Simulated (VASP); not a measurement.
# BeS: the band gap, functional by functional, part 2 of 2

Aim: the gap of BeS on one structure at many levels of theory. The starting structure is a computed structure from the Materials Project. Cell and atoms stay as given. Meshes and data sets differ where the inputs say so.

VASP 6.6.1.

Results so far: LDA 2.930 eV; PBE 3.138 eV; r2SCAN 3.601 eV; TB-mBJ 4.358 eV.

## 6. Bands with HSE06

Level of this step: HSE06; plane waves and PAW (S, Be) (VASP).

HSE06 mixes in a quarter of exact exchange at short range, at far higher cost; in semiconductors this cures much of the gap error, while metals seldom gain. This run uses a 5×5×5 mesh. Its starting orbitals come from a semilocal run on the same mesh, not shown.

INCAR reads:

```
SYSTEM = BeS
PREC = Accurate
ENCUT = 350
EDIFF = 1E-06
NELM = 100
ISMEAR = 0
SIGMA = 0.03
LREAL = .FALSE.
ALGO = Normal
LHFCALC = .TRUE.
AEXX = 0.25
GGA = PE
HFSCREEN = 0.2
LASPH = .TRUE.
NBANDS = 10
PRECFOCK = Fast
LORBIT = 11
LWAVE = .FALSE.
LCHARG = .FALSE.
KPAR = 4
```

POSCAR reads:

```
BeS
1.0
    0.0000000000      2.4351516489      2.4351516489
    2.4351516489      0.0000000000      2.4351516489
    2.4351516489      2.4351516489      0.0000000000
S Be
1 1
Direct
    0.2500000000      0.2500000000      0.2500000000
    0.0000000000      0.0000000000      0.0000000000
```

KPOINTS reads:

```
Automatic mesh
0
Gamma
5 5 5
0 0 0
```

KPOINTS_OPT reads:

```
Line mode
10
Line-mode
Reciprocal
  0.00000000   0.00000000   0.00000000 GAMMA
  0.50000000   0.00000000   0.50000000 X

  0.50000000   0.00000000   0.50000000 X
  0.50000000   0.25000000   0.75000000 W

  0.50000000   0.25000000   0.75000000 W
  0.37500000   0.37500000   0.75000000 K

  0.37500000   0.37500000   0.75000000 K
  0.00000000   0.00000000   0.00000000 GAMMA

  0.00000000   0.00000000   0.00000000 GAMMA
  0.50000000   0.50000000   0.50000000 L

  0.50000000   0.50000000   0.50000000 L
  0.62500000   0.25000000   0.62500000 U

  0.62500000   0.25000000   0.62500000 U
  0.50000000   0.25000000   0.75000000 W

  0.50000000   0.25000000   0.75000000 W
  0.50000000   0.50000000   0.50000000 L

  0.50000000   0.50000000   0.50000000 L
  0.37500000   0.37500000   0.75000000 K

  0.62500000   0.25000000   0.62500000 U
  0.50000000   0.00000000   0.50000000 X
```

The projector-augmented-wave data sets are S and Be (PBE family, release 64).

On the command line:

```sh
mpirun -np 4 vasp_std
```

Numbers of over 12 decimals in the logs are rounded to 6 here.

What it wrote:

```text
[banner, memory and clock lines left out]
running    4 mpi-ranks, on    1 nodes
[...]
LDA part: xc-table for (Slater+PW92), standard interpolation
 found WAVECAR, reading the header
 POSCAR, INCAR and KPOINTS ok, starting setup
[...]
reading WAVECAR
 the WAVECAR file was read successfully
 initial charge from wavefunction
 entering main loop
       N       E                     dE             d eps       ncg     rms          rms(c)
DAV:   1    -0.113961642951E+02   -0.11396E+02   -0.52889E-01   228   0.567E+00    0.252E+00
DAV:   2    -0.113989480399E+02   -0.27837E-02   -0.88553E-03   246   0.680E-01    0.183E+00
DAV:   3    -0.113980134408E+02    0.93460E-03   -0.93997E-04   238   0.175E-01    0.109E+00
DAV:   4    -0.113977736364E+02    0.23980E-03   -0.28251E-04   248   0.922E-02    0.635E-01
DAV:   5    -0.113976992534E+02    0.74383E-04   -0.38265E-05   260   0.404E-02    0.359E-01
DAV:   6    -0.113976739887E+02    0.25265E-04   -0.91579E-06   238   0.245E-02    0.198E-01
DAV:   7    -0.113976659500E+02    0.80387E-05   -0.41096E-06   232   0.163E-02    0.107E-01
DAV:   8    -0.113976637749E+02    0.21751E-05   -0.15651E-06   214   0.997E-03    0.572E-02
DAV:   9    -0.113976633094E+02    0.46548E-06   -0.55860E-07   168   0.593E-03
   1 F= -.11397663E+02 E0= -.11397663E+02  d E =-.407065E-14
 Start KPOINTS_OPT (optional k-point list driver)
k-point batch [1-10\100]
       N       E                     dE             ncg
DAV:   1     0.176745480788E+03   -0.11427E+04      200
DAV:   2    -0.109003587183E+03   -0.28575E+03      276
DAV:   3    -0.126903102539E+03   -0.17900E+02      266
DAV:   4    -0.127069677953E+03   -0.16658E+00      266
DAV:   5    -0.127070852935E+03   -0.11750E-02      262
DAV:   6    -0.127070861037E+03   -0.81014E-05      258
DAV:   7    -0.127070861115E+03   -0.77886E-07      254
[...]
k-point batch [91-100\100]
       N       E                     dE             ncg
DAV:   1     0.488124879248E+02   -0.29796E+04      200
DAV:   2    -0.197917881349E+03   -0.24673E+03      280
DAV:   3    -0.211356831995E+03   -0.13439E+02      300
DAV:   4    -0.211484945837E+03   -0.12811E+00      300
DAV:   5    -0.211485468758E+03   -0.52292E-03      302
DAV:   6    -0.211485470107E+03   -0.13492E-05      290
DAV:   7    -0.211485470112E+03   -0.42026E-08      310
```

It took 63 s on 4 MPI ranks of Intel Xeon 6975P-C (Granite Rapids), shared host; peak memory 0.93 GiB.

OUTCAR, selected parts (step 6):

```text
 POSITION                                       TOTAL-FORCE (eV/Angst)
 -----------------------------------------------------------------------------------
      1.21758      1.21758      1.21758         0.000000      0.000000      0.000000
      0.00000      0.00000      0.00000        -0.000000     -0.000000     -0.000000
 -----------------------------------------------------------------------------------
    total drift:                               -0.000001      0.000000     -0.000000

  FREE ENERGIE OF THE ION-ELECTRON SYSTEM (eV)
  ---------------------------------------------------
  free  energy   TOTEN  =       -11.3976633094 eV

  energy  without entropy=      -11.3976633094  energy(sigma->0) =      -11.39766331

[... 1 part as in an earlier step ...]

[... 2 further parts left out ...]
[key lines of the parts left out:]
E-fermi :   3.5327
```

HSE06 gives a least gap of 4.100 eV, and a least direct gap of 6.825 eV. The least gap is +1.169 eV from that of LDA, on another mesh, which alone can move a gap by some hundredths of an eV.

## 7. Bands with PBE0

PBE0 keeps a quarter of exact exchange at all ranges; it tends to overshoot small gaps. This run uses a 5×5×5 mesh. It starts from the orbitals of an earlier run, not shown.

INCAR, as its differences from that of step 6:

```diff
@@ -12,3 +12,2 @@
 GGA = PE
-HFSCREEN = 0.2
 LASPH = .TRUE.
@@ -16,2 +15,3 @@
 PRECFOCK = Fast
+HFRCUT = -1
 LORBIT = 11
```

POSCAR is that of step 6.

KPOINTS is that of step 6.

KPOINTS_OPT is that of step 6.

On the command line:

```sh
mpirun -np 4 vasp_std
```

What it wrote:

```text
[banner, memory and clock lines left out]
running    4 mpi-ranks, on    1 nodes
[...]
LDA part: xc-table for (Slater+PW92), standard interpolation
 found WAVECAR, reading the header
 POSCAR, INCAR and KPOINTS ok, starting setup
[...]
HFRCUT set to (new)   9.516483
 reading WAVECAR
 the WAVECAR file was read successfully
 initial charge from wavefunction
 entering main loop
       N       E                     dE             d eps       ncg     rms          rms(c)
DAV:   1    -0.119694485023E+02   -0.11969E+02   -0.52851E-01   228   0.568E+00    0.245E+00
DAV:   2    -0.119737791328E+02   -0.43306E-02   -0.10683E-02   242   0.718E-01    0.181E+00
DAV:   3    -0.119727711691E+02    0.10080E-02   -0.10213E-03   236   0.190E-01    0.107E+00
DAV:   4    -0.119725029188E+02    0.26825E-03   -0.38678E-04   246   0.104E-01    0.634E-01
DAV:   5    -0.119724271400E+02    0.75779E-04   -0.60827E-05   258   0.455E-02    0.363E-01
DAV:   6    -0.119723987753E+02    0.28365E-04   -0.92270E-06   244   0.236E-02    0.201E-01
DAV:   7    -0.119723891166E+02    0.96587E-05   -0.39836E-06   224   0.161E-02    0.109E-01
DAV:   8    -0.119723862388E+02    0.28778E-05   -0.16372E-06   206   0.100E-02    0.577E-02
DAV:   9    -0.119723854415E+02    0.79724E-06   -0.55898E-07   130   0.604E-03
   1 F= -.11972385E+02 E0= -.11972385E+02  d E =-.115764E-11
 Start KPOINTS_OPT (optional k-point list driver)
k-point batch [1-10\100]
       N       E                     dE             ncg
DAV:   1     0.152079877915E+03   -0.11673E+04      200
DAV:   2    -0.139882466810E+03   -0.29196E+03      260
DAV:   3    -0.157985283906E+03   -0.18103E+02      274
DAV:   4    -0.158167900254E+03   -0.18262E+00      266
DAV:   5    -0.158169195743E+03   -0.12955E-02      262
DAV:   6    -0.158169205146E+03   -0.94032E-05      258
DAV:   7    -0.158169205247E+03   -0.10053E-06      246
[...]
k-point batch [91-100\100]
       N       E                     dE             ncg
DAV:   1     0.198345107452E+02   -0.30086E+04      200
DAV:   2    -0.230144011860E+03   -0.24998E+03      280
DAV:   3    -0.243253428325E+03   -0.13109E+02      300
DAV:   4    -0.243377553309E+03   -0.12412E+00      308
DAV:   5    -0.243378037598E+03   -0.48429E-03      302
DAV:   6    -0.243378038746E+03   -0.11487E-05      290
DAV:   7    -0.243378038750E+03   -0.34712E-08      310
```

Run time: 58 s. Hardware: 4 MPI ranks; peak memory 0.57 GiB.

From OUTCAR (step 7):

```text
 POSITION                                       TOTAL-FORCE (eV/Angst)
 -----------------------------------------------------------------------------------
      1.21758      1.21758      1.21758        -0.000000     -0.000000     -0.000000
      0.00000      0.00000      0.00000         0.000000      0.000000      0.000000
 -----------------------------------------------------------------------------------
    total drift:                               -0.000000      0.000000      0.000000

  FREE ENERGIE OF THE ION-ELECTRON SYSTEM (eV)
  ---------------------------------------------------
  free  energy   TOTEN  =       -11.9723854415 eV

  energy  without entropy=      -11.9723854415  energy(sigma->0) =      -11.97238544

[... 2 parts as in an earlier step ...]

[... 1 further part left out ...]
[key lines of the parts left out:]
E-fermi :   3.1489
```

PBE0 gives a least gap of 4.802 eV, and a least direct gap of 7.535 eV. The least gap is +1.871 eV from that of LDA, on another mesh, which alone can move a gap by some hundredths of an eV.

## 8. Bands with r2SCAN-EpsX

Here the share of exact exchange is set to the inverse of the computed dielectric constant, since screening weakens exchange. This run uses a 5×5×5 mesh. It starts from the orbitals of an earlier run, not shown.

INCAR, as its differences from that of step 7:

```diff
@@ -10,4 +10,4 @@
 LHFCALC = .TRUE.
-AEXX = 0.25
-GGA = PE
+AEXX = 0.187
+METAGGA = R2SCAN
 LASPH = .TRUE.
```

POSCAR is that of step 7.

KPOINTS is that of step 7.

KPOINTS_OPT is that of step 7.

On the command line:

```sh
mpirun -np 4 vasp_std
```

What it wrote:

```text
[banner, memory and clock lines left out]
running    4 mpi-ranks, on    1 nodes
[...]
[... a notice as in an earlier step ...]

 LDA part: xc-table for (None), standard interpolation
 found WAVECAR, reading the header
 POSCAR, INCAR and KPOINTS ok, starting setup
[...]
HFRCUT set to (new)   9.516483
 reading WAVECAR
 the WAVECAR file was read successfully
 initial charge from wavefunction
 entering main loop
       N       E                     dE             d eps       ncg     rms          rms(c)
DAV:   1    -0.153110731809E+02   -0.15311E+02   -0.90685E-01   228   0.755E+00    0.303E+00
DAV:   2    -0.153164841475E+02   -0.54110E-02   -0.13367E-02   264   0.901E-01    0.220E+00
DAV:   3    -0.153152112996E+02    0.12728E-02   -0.18295E-03   234   0.251E-01    0.135E+00
DAV:   4    -0.153149765797E+02    0.23472E-03   -0.65496E-04   260   0.146E-01    0.830E-01
[...]
DAV:   8    -0.153148904226E+02    0.37491E-05   -0.13647E-06   224   0.119E-02    0.898E-02
DAV:   9    -0.153148887026E+02    0.17200E-05   -0.50323E-07   114   0.738E-03    0.505E-02
DAV:  10    -0.153148878461E+02    0.85643E-06   -0.25504E-07   110   0.521E-03
   1 F= -.15314888E+02 E0= -.15314888E+02  d E =-.343250E-15
 Start KPOINTS_OPT (optional k-point list driver)
k-point batch [1-10\100]
       N       E                     dE             ncg
DAV:   1     0.162251529341E+03   -0.11572E+04      200
DAV:   2    -0.132545938397E+03   -0.29480E+03      276
DAV:   3    -0.148084990290E+03   -0.15539E+02      260
DAV:   4    -0.148212933800E+03   -0.12794E+00      266
DAV:   5    -0.148213721140E+03   -0.78734E-03      262
DAV:   6    -0.148213726577E+03   -0.54369E-05      246
DAV:   7    -0.148213726645E+03   -0.67424E-07      270
[...]
k-point batch [91-100\100]
       N       E                     dE             ncg
DAV:   1     0.311601756542E+02   -0.29972E+04      200
DAV:   2    -0.221115666268E+03   -0.25228E+03      280
DAV:   3    -0.232905652107E+03   -0.11790E+02      300
DAV:   4    -0.233000471069E+03   -0.94819E-01      306
DAV:   5    -0.233000762130E+03   -0.29106E-03      302
DAV:   6    -0.233000762716E+03   -0.58585E-06      306
```

Elapsed: 61 s, on 4 MPI ranks; peak memory 0.58 GiB; 3.9 min of CPU time.

From OUTCAR (step 8):

```text
 POSITION                                       TOTAL-FORCE (eV/Angst)
 -----------------------------------------------------------------------------------
      1.21758      1.21758      1.21758         0.000000      0.000000     -0.000000
      0.00000      0.00000      0.00000        -0.000000     -0.000000      0.000000
 -----------------------------------------------------------------------------------
    total drift:                               -0.000001      0.000000     -0.000000

  FREE ENERGIE OF THE ION-ELECTRON SYSTEM (eV)
  ---------------------------------------------------
  free  energy   TOTEN  =       -15.3148878461 eV

  energy  without entropy=      -15.3148878461  energy(sigma->0) =      -15.31488785

[... 2 parts as in an earlier step ...]

[... 1 further part left out ...]
[key lines of the parts left out:]
E-fermi :   3.3068
```

r2SCAN-EpsX gives a least gap of 4.697 eV, and a least direct gap of 7.507 eV. The least gap is +1.766 eV from that of LDA, on another mesh, which alone can move a gap by some hundredths of an eV.

## 9. All runs side by side

| level | gap (eV) | least direct gap (eV) | mesh | core minutes |
| --- | --- | --- | --- | --- |
| LDA | 2.93 | 5.459 | 8×8×8 | 0.333 |
| PBE | 3.138 | 5.632 | 8×8×8 | 0.32 |
| r2SCAN | 3.601 | 6.259 | 8×8×8 | 0.907 |
| TB-mBJ | 4.358 | 6.753 | 8×8×8 | 0.827 |
| HSE06 | 4.1 | 6.825 | 5×5×5 | 4.2 |
| PBE0 | 4.802 | 7.535 | 5×5×5 | 3.87 |
| r2SCAN-EpsX | 4.697 | 7.507 | 5×5×5 | 4.07 |

Core minutes are wall time times ranks of the run shown, on a shared host.

## 10. Summary of results

- gap, LDA: 2.930 eV
- gap, PBE: 3.138 eV
- gap, r2SCAN: 3.601 eV
- gap, TB-mBJ: 4.358 eV
- gap, HSE06: 4.100 eV
- gap, PBE0: 4.802 eV
- gap, r2SCAN-EpsX: 4.697 eV

Without spin-orbit coupling the gap of BeS runs from 2.930 eV (LDA) to 4.802 eV (PBE0). HSE06 gives +0.96 eV from PBE, on another mesh, which alone can move a gap by some hundredths of an eV. TB-mBJ lies +0.26 eV from HSE06, on another mesh, which alone can move a gap by some hundredths of an eV. These are gaps between Kohn-Sham or generalised Kohn-Sham levels of a static lattice, without excitons or temperature. Further runs on this material are not shown.

[Lines on the potential files, build, host, timing and source positions are cut from VASP's logs without a mark.]

[Logs are printed without paths, hosts, clocks, repeated set-up lines and the standing remarks that a program may print on its own settings, such as how far it seeks lower states.]

[Hosts, paths, dates, database ids (printed as entryN), source tags and the programs' standing remarks are cut or masked in the printed files.]
